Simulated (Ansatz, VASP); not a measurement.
## Two plane-wave programs on La

```
La
1.0
    -2.13790    2.13790    2.13790
     2.13790   -2.13790    2.13790
     2.13790    2.13790   -2.13790
La
1
Direct
  0.00000 0.00000 0.00000
```

This isn't the form of La at room conditions, which is double hcp.

Alike in both runs: task single point; functional r2SCAN; k mesh 9 × 9 × 9; occupations fermi-dirac, width 0.05 eV; no spin polarisation.

|  | VASP | Ansatz |
| --- | --- | --- |
| version | VASP 6.6.1 | Ansatz 0.2.0 |
| potentials or method | VASP PAW PBE potentials, release 64 (La) | Ansatz PAW |
| plane-wave cutoff (eV) | 520 | 500 |
| valence electrons in the cell | 11 | 11 |

|  | VASP | Ansatz | Ansatz less VASP |
| --- | --- | --- | --- |
| gap on the k mesh at the Fermi level (eV) | none | none | - |
| pressure (GPa) | -0.6 | -0.7 | -0.05 |

A gap of «none» marks a metal or a gap that the smearing closes. With one functional, cell and mesh, what is left measures potentials, basis and numerics.

Caveats: the PAW data sets were made with another functional, which shifts forces and pressure a little (VASP); the magnetic or orbital state may not be the lowest (Ansatz); the PAW data sets come from PBE, with cores solved anew for the run's functional, which leaves a small shift of forces and pressure (Ansatz). Spin-orbit coupling is left out, which matters for the levels of La.
